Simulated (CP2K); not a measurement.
# CaO under changes of volume

One of the cells (13.886 Å³/atom); the others are scaled copies at fixed shape and fractional positions:

```
CELL_PARAMETERS angstrom
3.39914 0.00000 0.00000
1.69957 2.94374 0.00000
1.69957 0.98125 2.77539
ATOMIC_POSITIONS crystal
Ca 0.00000 0.00000 0.00000
O 0.50000 0.50000 0.50000
```

The cell is a database's computed one.

- Program: CP2K 2026.2
- Functional: PBE
- Potentials or basis: POTENTIAL_UZH Ca GTH-PBE-q10, O GTH-PBE-q6; TZVP-MOLOPT-PBE-GTH basis
- Density cutoff: 8163 eV
- k mesh: 10 × 10 × 10
- Occupations: fermi-dirac, width 0.05 eV
- Spin: no spin polarisation

| volume (Å³/atom) | energy over the lowest point (meV/atom) | pressure (GPa) | gap on the mesh (eV) |
| --- | --- | --- | --- |
| 13.052 | ? | ? | ? |
| 13.330 | 20.29 | 7.7 | 3.74 |
| 13.608 | 9.24 | 5.1 | 3.75 |
| 13.886 | 2.63 | 2.6 | 3.76 |
| 14.163 | 0.00 | 0.4 | 3.76 |
| 14.441 | 0.96 | -1.5 | 3.77 |
| 14.719 | 5.16 | -3.3 | 3.77 |

Q: What does the run at 13.052 Å³/atom give?

A: Energy over the lowest point 36.27 meV/atom; pressure 10.7 GPa; gap on the mesh 3.73 eV.

Worked out: A Birch-Murnaghan fit of order 3 (a polynomial in V^(-2/3)) to the other rows has its minimum at 14.22 Å³/atom with B0 = V·E''(V) = 104 GPa and B' = 4.3. It gives 36.26 meV/atom at 13.052 Å³/atom, against the run's 36.27, and -dE/dV = 10.7 GPa, against 10.7. A straight line through the other rows of the gap, of slope 0.304 eV per unit of ln V, extrapolates to 3.74 eV, against the run's 3.73.

Energies are extrapolated to zero smearing.

Caveats: the basis of atomic orbitals isn't converged, which shifts pressures, moduli and gaps.

A mesh can miss the band edges.
